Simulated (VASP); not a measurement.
# GaSb (F-43m) under biaxial strain in the (001) plane, part 2 of 2

How do the elastic response and the band edges of GaSb follow biaxial strain in the (001) plane?

VASP 6.6.1, plane waves and PAW; the level of theory is named at each step.

So far: The structure; Relax the crystal, PBEsol; Strain along the normal, PBEsol; Band edges, TB-mBJ with spin-orbit coupling; Band edges, r2SCAN with spin-orbit coupling.

### Step 5. Band edges, r2SCAN with spin-orbit coupling (continued)

Level of this step: r2SCAN, spin-orbit coupling; plane waves and PAW (Ga_d, Sb); cell typed or built by script (VASP).

OUTCAR, selected parts (step 5):

```text
  Total        0.8931918      0.8931918      0.1834101      0.0000000      0.0000000      0.0000000
  in kB       25.6482729     25.6482729      5.2666762      0.0000000      0.0000000      0.0000000
  external PRESSURE =      18.8544073 kB  Pullay stress =       0.0000000 kB

 POSITION                                       TOTAL-FORCE (eV/Angst)
 -----------------------------------------------------------------------------------
      0.00000      0.00000      0.00000         0.000000      0.000000      0.000000
      1.49756      1.49756      1.55491        -0.000000     -0.000000     -0.000000
 -----------------------------------------------------------------------------------
    total drift:                               -0.000003     -0.000003     -0.000002

  FREE ENERGIE OF THE ION-ELECTRON SYSTEM (eV)
  ---------------------------------------------------
  free  energy   TOTEN  =       -37.6357922784 eV

  energy  without entropy=      -37.6357922784  energy(sigma->0) =      -37.63579228

[... 2 parts as in an earlier step ...]

[... 1 further part left out ...]
[key lines of the parts left out:]
E-fermi :   5.4003
```

This run gave:

```
energy(sigma→0) of the program : -37.6358 eV
stress, compression positive   : xx, yy, zz 2.56, 2.56, 0.53 GPa
```

The run ends at a pressure of 1.89 GPa.

### Step 6. The whole series

The other members went through these steps as far as the tables show, with the same cutoff and, step by step, the same mesh; 35 runs are not shown. The session took 6.4 core hours (wall time by ranks) on a shared machine.

```tsv
in-plane strain (%)	strain along the normal (%)	in-plane stress, tension positive (GPa)	energy above the unstrained row (meV/atom)
-2.000	1.753	-1.818	6.521
-1.500	1.302	-1.334	3.656
-1.000	0.856	-0.869	1.636
-0.500	0.419	-0.420	0.421
0	0.000	0.002	0.000
0.500	-0.453	0.385	0.259
1.000	-0.927	0.784	1.230
1.500	-1.391	1.172	2.914
2.000	-1.859	1.543	5.288
```

Slopes at zero strain, from cubics through all rows: strain ratio -0.885, stress over strain 82 GPa. For a cubic crystal strained in (001) the ratio is −2C₁₂/C₁₁.

Band edges at TB-mBJ with spin-orbit coupling, counted from the valence-band top at Γ, spin-orbit pairs averaged, with one row partly withheld:

```tsv
in-plane strain (%)	gap (eV)	conduction band at Γ (eV)	Δ or X valley along z (eV)	Δ or X valley along x (eV)	lowest conduction level at L, [111] (eV)	lowest conduction level at L, [-111] (eV)	second valence level below the top (eV)	third valence level below the top (eV)
-2.000	0.736	0.739	1.230	0.924	0.738	0.738	0.147	0.787
-1.500	?	?	1.209	0.982	0.759	0.759	0.112	0.753
-1.000	0.709	0.709	1.188	1.038	0.777	0.777	0.076	0.723
-0.500	0.690	0.690	1.167	1.093	0.791	0.791	0.038	0.697
0	0.668	0.668	1.147	1.147	0.800	0.800	0.000	0.675
0.500	0.607	0.607	1.083	1.159	0.767	0.767	0.040	0.695
1.000	0.544	0.544	1.016	1.169	0.730	0.730	0.082	0.718
1.500	0.480	0.480	0.951	1.179	0.691	0.691	0.123	0.744
2.000	0.417	0.417	0.888	1.191	0.651	0.651	0.164	0.771
```

Conduction masses, in electron masses:

```tsv
in-plane strain (%)	conduction mass at Γ, along the strain axis or the normal of the plane	conduction mass at Γ, across the strain axis or in the plane	L [111] mass, longitudinal	L [111] mass, transverse along [1-10]
-2.000	0.058	0.053	1.679	0.112
-1.500	0.056	0.051	1.725	0.110
-1.000	0.053	0.050	1.721	0.108
-0.500	0.050	0.048	1.765	0.107
0	0.047	0.047	1.749	0.105
0.500	0.043	0.045	1.730	0.103
1.000	0.040	0.044	1.729	0.102
1.500	0.037	0.042	1.736	0.101
2.000	0.033	0.040	1.696	0.099
```

Band edges at r2SCAN with spin-orbit coupling, counted from the valence-band top at Γ, spin-orbit pairs averaged:

```tsv
in-plane strain (%)	gap (eV)	conduction band at Γ (eV)	Δ or X valley along z (eV)	Δ or X valley along x (eV)	lowest conduction level at L, [111] (eV)	lowest conduction level at L, [-111] (eV)	second valence level below the top (eV)	third valence level below the top (eV)
-2.000	0.330	0.330	0.956	0.624	0.413	0.413	0.149	0.798
-1.500	0.314	0.314	0.929	0.682	0.433	0.433	0.113	0.764
-1.000	0.295	0.295	0.902	0.739	0.449	0.449	0.076	0.734
-0.500	0.275	0.275	0.875	0.795	0.461	0.461	0.038	0.708
0	0.251	0.251	0.849	0.849	0.469	0.469	0.000	0.686
0.500	0.189	0.189	0.781	0.864	0.435	0.435	0.040	0.706
1.000	0.126	0.126	0.711	0.877	0.398	0.398	0.082	0.729
1.500	0.061	0.061	0.642	0.890	0.357	0.357	0.123	0.755
```

### Step 7. A fit to the known rows

The quantity to fit is the conduction level at Γ above the mean of the three top valence levels at TB-mBJ with spin-orbit coupling: 1.051, 0.976, 0.935, 0.893, 0.852, 0.811, 0.769, 0.728 eV in the rows shown.

A least-squares parabola through the 8 rows shown, with e the strain in %: E = − 0.001076 e² − 0.08122 e + 0.8938 (eV), r.m.s. residual 0.0011 eV.

At e = -1.5 this predicts 1.0132 eV.

### Step 8. The withheld row

The calculation gives 1.0141 eV, so the prediction is 0.0009 eV too low, within twice the residual of the fit.

### Step 9. What came out

```
ratio of normal to in-plane strain                                                                                                : -0.885
biaxial modulus                                                                                                                   : 82 GPa
gap of the unstrained cell, TB-mBJ with spin-orbit coupling                                                                       : 0.67 eV
gap of the unstrained cell, r2SCAN with spin-orbit coupling                                                                       : 0.25 eV
slope at zero strain of the conduction level at Γ above the mean of the three top valence levels, TB-mBJ with spin-orbit coupling : -81 meV per %
error of the predicted row                                                                                                        : -0.9 meV
```

In words: As a check, the curvature of the energy gives 81 GPa for the same modulus (energy per volume = M × strain²), 1 % from the slope of the stress. At TB-mBJ with spin-orbit coupling the lowest conduction valley is in turn L, Γ from the first row to the last, and the gap runs between 0.42 and 0.74 eV. At r2SCAN with spin-orbit coupling the lowest conduction valley is Γ throughout, and the gap runs between 0.06 and 0.33 eV. At r2SCAN with spin-orbit coupling the gap falls under 0.05 eV in some or all rows, where bands may have changed order, so 1 row at and beyond those points is left out of its table. The gap at PBEsol is under 0.05 eV in some or all rows and is left out; the elastic columns come from such cells and can be uneven. Hole masses are left out throughout, since the top bands are degenerate or cross in many series; of conduction masses, those of the Γ, L and (for Si and Ge under (001) strain) Δ valleys are kept where they change by under an eighth between rows. TB-mBJ is a potential fitted for gaps; it has no energy functional, so its total energies and forces mean nothing, and its bands tend to come out too narrow. r2SCAN opens gaps somewhat over GGA but leaves them below measured values as a rule. Δ or X levels are the lowest on their line, refined by a parabola unless they lie at X; the gap is read from all points sampled and can differ from the lowest valley by some meV, or by tens of meV where strain moves the valence top off Γ. Temperature, zero-point motion and excitons are left out.

[Lines on the potential files, build, host, timing and source positions are cut from VASP's logs without a mark.]

[Logs are printed without paths, hosts, clocks, repeated set-up lines and the standing remarks that a program may print on its own settings, such as how far it seeks lower states.]

[Hosts, paths, dates, database ids (printed as entryN), source tags and the programs' standing remarks are cut or masked in the printed files.]

[In band tables of VASP the shares of atoms and orbitals are scaled to a sum of 1 inside the atoms' spheres.]
